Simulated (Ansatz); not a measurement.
**TaN: projected DOS by orbital**

```
CELL_PARAMETERS angstrom
3.05000 0.00000 0.00000
-1.52500 2.64138 0.00000
0.00000 0.00000 4.94000
ATOMIC_POSITIONS crystal
Ta 0.33333 0.66667 0.00000
Ta 0.66667 0.33333 0.50000
N 0.33333 0.66667 0.38500
N 0.66667 0.33333 0.88500
```

Atom numbers follow the list: Ta1, Ta2, N3, N4.

The cell is a database entry far from equilibrium at this level of theory, probably a faulty or high-pressure entry; it serves as a test geometry alone.

No spin–orbit coupling, which matters for the heavy atoms here.

Level of theory: DFT, PBE, all-electron LAPW, scalar-relativistic (Ansatz 0.2.0).

Sampling and basis: a Γ-centred 9×9×5 k mesh, Fermi–Dirac smearing of 0.03 eV, basis error target 1 meV/atom, no spin polarisation.

States per eV for one atom of each kind, in 0.4 eV bins named by their centres, from the Fermi level, projected on a minimal set of Löwdin-orthogonalised atomic shells; orbitals are real harmonics on the Cartesian axes, equal curves share a column, and empty bins are left out, as is all above 7.9 eV, near the top of the computed bands.

Ta1 5d:

```
# E all dz2 dxz=dyz dx2-y2=dxy
-9.9 0.11 0.02 0.03 0.02
-9.5 0.80 0.12 0.18 0.15
-9.1 0.57 0.08 0.15 0.10
-8.7 0.38 0.05 0.08 0.09
-8.3 0.33 0.09 0.04 0.09
-7.9 0.69 0.13 0.13 0.15
-7.5 0.62 0.14 0.12 0.12
-7.1 0.46 0.12 0.08 0.09
-6.7 0.46 0.15 0.06 0.10
-6.3 0.30 0.09 0.05 0.06
-5.9 0.11 0.02 0.02 0.02
-5.5 0.05 0.01 0.01 0.01
-3.1 0.11 0.03 0.02 0.02
-2.7 0.36 0.08 0.08 0.06
-2.3 0.43 0.08 0.09 0.09
-1.9 0.33 0.05 0.07 0.08
-1.5 0.54 0.10 0.10 0.12
-1.1 0.88 0.15 0.19 0.18
-0.7 0.67 0.11 0.15 0.13
-0.3 0.57 0.08 0.13 0.11
0.1 0.56 0.07 0.14 0.10
0.5 0.58 0.09 0.14 0.10
0.9 0.85 0.09 0.22 0.16
1.3 0.77 0.07 0.22 0.13
1.7 0.90 0.05 0.26 0.17
2.1 0.48 0.04 0.10 0.12
2.5 0.75 0.07 0.23 0.11
2.9 0.87 0.04 0.29 0.13
3.3 0.96 0.03 0.33 0.13
3.7 0.24 0.00 0.09 0.03
4.5 0.12 0.08 0.02 0.01
4.9 0.29 0.16 0.04 0.02
5.3 0.42 0.20 0.07 0.04
5.7 0.71 0.35 0.11 0.07
6.1 0.69 0.28 0.10 0.10
6.5 0.89 0.26 0.13 0.19
6.9 0.74 0.14 0.11 0.20
7.3 0.75 0.07 0.09 0.25
7.7 0.55 0.04 0.06 0.20
```

N3 2p:

```
# E all pz px=py
-9.9 0.13 0.06 0.04
-9.5 1.03 0.38 0.33
-9.1 0.75 0.29 0.23
-8.7 0.57 0.20 0.19
-8.3 0.51 0.19 0.16
-7.9 1.08 0.31 0.39
-7.5 1.11 0.37 0.37
-7.1 0.97 0.37 0.30
-6.7 1.24 0.53 0.35
-6.3 0.93 0.24 0.34
-5.9 0.42 0.04 0.19
-5.5 0.28 0.02 0.13
-3.1 0.01 0.00 0.00
-2.7 0.03 0.01 0.01
-2.3 0.05 0.01 0.02
-1.9 0.04 0.01 0.01
-1.5 0.07 0.03 0.02
-1.1 0.13 0.05 0.04
-0.7 0.09 0.04 0.03
-0.3 0.10 0.03 0.03
0.1 0.09 0.04 0.03
0.5 0.13 0.06 0.04
0.9 0.20 0.09 0.05
1.3 0.19 0.07 0.06
1.7 0.26 0.07 0.10
2.1 0.18 0.05 0.06
2.5 0.27 0.11 0.08
2.9 0.18 0.05 0.06
3.3 0.14 0.03 0.06
3.7 0.01 0.00 0.01
4.5 0.02 0.01 0.00
4.9 0.06 0.03 0.01
5.3 0.10 0.06 0.02
5.7 0.20 0.12 0.04
6.1 0.23 0.12 0.05
6.5 0.33 0.13 0.10
6.9 0.28 0.09 0.09
7.3 0.26 0.06 0.10
7.7 0.19 0.04 0.07
```

Ta1 6s:

```
# E all
-9.9 0.02
-9.5 0.13
-9.1 0.07
-8.7 0.04
-8.3 0.02
-7.9 0.03
-7.5 0.03
-7.1 0.03
-6.7 0.03
-6.3 0.02
-2.3 0.01
-1.9 0.01
-1.5 0.02
-1.1 0.03
-0.7 0.02
-0.3 0.02
0.1 0.03
0.5 0.05
0.9 0.07
1.3 0.08
1.7 0.13
2.1 0.05
2.5 0.07
2.9 0.08
3.3 0.06
4.5 0.01
4.9 0.04
5.3 0.04
5.7 0.09
6.1 0.10
6.5 0.12
6.9 0.10
7.3 0.06
7.7 0.04
```

N3 2s:

```
# E all
-9.5 0.02
-9.1 0.01
-7.5 0.01
-7.1 0.01
-6.7 0.01
-6.3 0.01
-2.3 0.01
-1.9 0.01
-1.5 0.01
-1.1 0.02
-0.7 0.01
-0.3 0.02
0.1 0.02
0.5 0.04
0.9 0.04
1.3 0.05
1.7 0.06
2.1 0.04
2.5 0.03
2.9 0.04
3.3 0.03
4.5 0.01
4.9 0.03
5.3 0.05
5.7 0.09
6.1 0.07
6.5 0.09
6.9 0.08
7.3 0.10
7.7 0.10
```
